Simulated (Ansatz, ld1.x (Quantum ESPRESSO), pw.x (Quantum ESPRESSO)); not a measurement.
## From atom to crystal: PAW potential for cobalt

| Quantity | Value |
| --- | --- |
| Element | Co (Z = 27) |
| Generator | ld1.x (Quantum ESPRESSO) 7.5 |
| Type | PAW |
| Functional | PBE |
| Relativity | scalar-relativistic |
| Frozen core | [Ne] |
| Valence charge | 17 |
| Reference configuration | 3s2 3p6 3d7 4s2 4p0 |
| Partial waves | 3s (bound): rcut 1.00, rcutus 1.10 bohr; 4s (bound): rcut 1.00, rcutus 1.10 bohr; 3p (bound): rcut 1.10, rcutus 1.50 bohr; 4p (bound, empty): rcut 1.10, rcutus 1.50 bohr; 3d (bound): rcut 1.16, rcutus 1.54 bohr; 3d channel at 0.6 Ry: rcut 1.16, rcutus 1.54 bohr |
| Local potential | all-electron potential smoothed inside 1.44 bohr (lloc = -1) |
| Core correction | none |
| Augmentation charge | PSQ, inside the norm-conserving radii |

Crystal test: fcc Co in pw.x 7.5, no spin, 16³ k-points, Fermi–Dirac smearing 0.01 Ry, cutoffs 100/800 Ry. The reference is all-electron LAPW (Ansatz 0.2.0) with the same functional, mesh and smearing; V0 and B0 come from Birch–Murnaghan fits to the pressures at five volumes. Errors are pseudo minus all-electron; Δ is the rms difference of the E(V) curves that follow from these fits, minima aligned, over ±6 % about the mean V0. Mesh and smearing are coarse, so the numbers serve the comparison and aren't converged zero-temperature values; the lattice is a test structure that the element need not adopt. Spin polarisation and strong correlation are left out, which matters for this element.

```json
{"V (Å³/atom)": "9.863", "P all-electron (GPa)": "13.76", "P pseudo (GPa)": "9.30"}
{"V (Å³/atom)": "10.122", "P all-electron (GPa)": "6.11", "P pseudo (GPa)": "1.79"}
{"V (Å³/atom)": "10.382", "P all-electron (GPa)": "-0.50", "P pseudo (GPa)": "-4.65"}
{"V (Å³/atom)": "10.642", "P all-electron (GPa)": "-6.23", "P pseudo (GPa)": "-10.19"}
{"V (Å³/atom)": "10.901", "P all-electron (GPa)": "-11.17", "P pseudo (GPa)": "-14.93"}
```

All-electron: a0 = 3.461 Å (V0 = 10.36 Å³/atom), B0 = 248.3 GPa.

Pseudopotential: mean pressure error (GPa): -4.13; a0 (Å): 3.442; a0 error (%): -0.55; B0 error (%): +5.6; Δ (meV/atom): 9.4. This is a poor potential for the solid. The ghost test of this file was not conclusive. Its overlap operator is not positive definite. Atomic configuration tests: test run stopped at test 4 of 7 (negative rho).

At the middle volume, how do free energy and pressure move when the wave cutoff is lowered (ecutrho held at 800 Ry)?

| cutoff (Ry) | shift of F (meV/atom) | shift of P (GPa) |
| --- | --- | --- |
| 45 | +718.4 | -22.09 |
| 60 | +108.0 | -6.59 |
| 80 | +24.2 | -0.08 |

Input at the middle volume:

```
&control
  calculation='scf', prefix='x', pseudo_dir='./', outdir='./tmp', tstress=.true., disk_io='none'
/
&system
  ibrav=0, nat=1, ntyp=1, ecutwfc=100, ecutrho=800, nbnd=17,
  occupations='smearing', smearing='fd', degauss=0.01
/
&electrons
  conv_thr=1e-09, mixing_beta=0.4, electron_maxstep=70
/
ATOMIC_SPECIES
Co 1.0 Co.UPF
CELL_PARAMETERS angstrom
  0.00000000 1.73147813 1.73147813
  1.73147813 0.00000000 1.73147813
  1.73147813 1.73147813 0.00000000
ATOMIC_POSITIONS crystal
Co 0.0000 0.0000 0.0000
K_POINTS automatic
16 16 16 0 0 0
```

```bash
pw.x < Co.scf.in > Co.scf.out
```

Lines of the output:

```
Message from routine setup:
     using ibrav=0 with symmetry is DISCOURAGED, use correct ibrav instead
     lattice parameter (alat)  =       4.6273  a.u.
     unit-cell volume          =      70.0612 (a.u.)^3
     number of electrons       =        17.00
     number of Kohn-Sham states=           17
     kinetic-energy cutoff     =     100.0000  Ry
     charge density cutoff     =     800.0000  Ry
     scf convergence threshold =      1.0E-09
     Exchange-correlation= SLA  PW   PBX  PBC
     number of k points=   145  Fermi-Dirac smearing, width (Ry)=  0.0100
     iteration #  1     ecut=   100.00 Ry     beta= 0.40
     total energy              =    -376.70744980 Ry
     estimated scf accuracy    <       0.18611399 Ry
     iteration #  2     ecut=   100.00 Ry     beta= 0.40
     total energy              =    -376.71354931 Ry
     estimated scf accuracy    <       0.02495206 Ry
     iteration #  3     ecut=   100.00 Ry     beta= 0.40
     total energy              =    -376.71869451 Ry
     estimated scf accuracy    <       0.03923470 Ry
     iteration #  4     ecut=   100.00 Ry     beta= 0.40
     total energy              =    -376.72031408 Ry
     estimated scf accuracy    <       0.00025112 Ry
     iteration #  5     ecut=   100.00 Ry     beta= 0.40
     total energy              =    -376.72055610 Ry
     estimated scf accuracy    <       0.00027495 Ry
     iteration #  6     ecut=   100.00 Ry     beta= 0.40
     total energy              =    -376.72053850 Ry
     estimated scf accuracy    <       0.00026733 Ry
     iteration #  7     ecut=   100.00 Ry     beta= 0.40
     total energy              =    -376.72062435 Ry
     estimated scf accuracy    <       0.00036422 Ry
     iteration #  8     ecut=   100.00 Ry     beta= 0.40
     total energy              =    -376.72065141 Ry
     estimated scf accuracy    <       0.00006336 Ry
     [... 7 iterations left out ...]
     iteration # 16     ecut=   100.00 Ry     beta= 0.40
     total energy              =    -376.72065450 Ry
     estimated scf accuracy    <       0.00000093 Ry
     iteration # 17     ecut=   100.00 Ry     beta= 0.40
     total energy              =    -376.72065451 Ry
     estimated scf accuracy    <       0.00000069 Ry
     iteration # 18     ecut=   100.00 Ry     beta= 0.40
     total energy              =    -376.72065448 Ry
     estimated scf accuracy    <       0.00000087 Ry
     iteration # 19     ecut=   100.00 Ry     beta= 0.40
     total energy              =    -376.72065445 Ry
     estimated scf accuracy    <       0.00000041 Ry
     iteration # 20     ecut=   100.00 Ry     beta= 0.40
     total energy              =    -376.72065445 Ry
     estimated scf accuracy    <       0.00000003 Ry
     iteration # 21     ecut=   100.00 Ry     beta= 0.40
     total energy              =    -376.72065445 Ry
     estimated scf accuracy    <          3.0E-09 Ry
     iteration # 22     ecut=   100.00 Ry     beta= 0.40
     total energy              =    -376.72065445 Ry
     estimated scf accuracy    <          1.2E-09 Ry
     iteration # 23     ecut=   100.00 Ry     beta= 0.40
     the Fermi energy is    19.6383 ev
!    total energy              =    -376.72065445 Ry
     estimated scf accuracy    <          6.5E-10 Ry
     smearing contrib. (-TS)   =      -0.01011534 Ry
     The total energy is F=E-TS. E is the sum of the following terms:
     one-electron contribution =    -136.77660690 Ry
     hartree contribution      =      79.44752747 Ry
     xc contribution           =     -29.66285149 Ry
     ewald contribution        =    -202.47818771 Ry
     one-center paw contrib.   =     -87.24042047 Ry
     convergence has been achieved in  23 iterations
          total   stress  (Ry/bohr**3)                   (kbar)     P=      -46.53
     Message from routine punch:
     Nothing written, as per user request (disk_io='none')
```

The run at the middle volume (145 k-points, 23 iterations) took about 80 s on one core of a shared host (Neoverse-V2, 96 threads, 742 GiB, load 42).
